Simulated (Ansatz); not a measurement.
**Zn (Fm-3m), tetragonal deformation path**

Computed with DFT PBE, scalar-relativistic, plane waves, PAW in Ansatz 0.2.0. Cutoff 420 eV, Γ-centred 22×22×22 k-points, Gaussian smearing of 0.15 eV. No spin polarisation. Energies are free energies at this smearing, counted from the undisturbed cell; pressure is positive in compression.

Reference structure (as given, not relaxed at this level; it stands at -0.1 GPa; this fcc form isn't the usual structure):

```yaml
crystal:
  lattice:
    - [0.00000, 1.96478, 1.96478]
    - [1.96478, 0.00000, 1.96478]
    - [1.96478, 1.96478, 0.00000]
  atoms:
    - { symbol: Zn, position: [0.00000, 0.00000, 0.00000] }
```

At fixed volume and fractional coordinates, lengths along (0.000, 0.000, 1.000) are scaled against those across it; ρ is that ratio over its starting value. The cell is metallic on the mesh throughout. At ρ = 0.707 the cell becomes cubic (Im-3m), and there the slope of the energy vanishes by symmetry.

```tsv
ρ	ΔE (meV/atom)	pressure (GPa)
0.707	60.8	1.0
0.780	47.2	0.7
0.850	?	?
1.000	0.0	-0.1
1.200	68.4	2.1
1.300	?	?
1.414	177.4	6.7
```

(1) Give the withheld values.

## Answers

(1) ΔE (meV/atom) at ρ = 0.850: 24.9; pressure (GPa) at ρ = 0.850: 0.4; ΔE (meV/atom) at ρ = 1.300: 118.3; pressure (GPa) at ρ = 1.300: 4.2.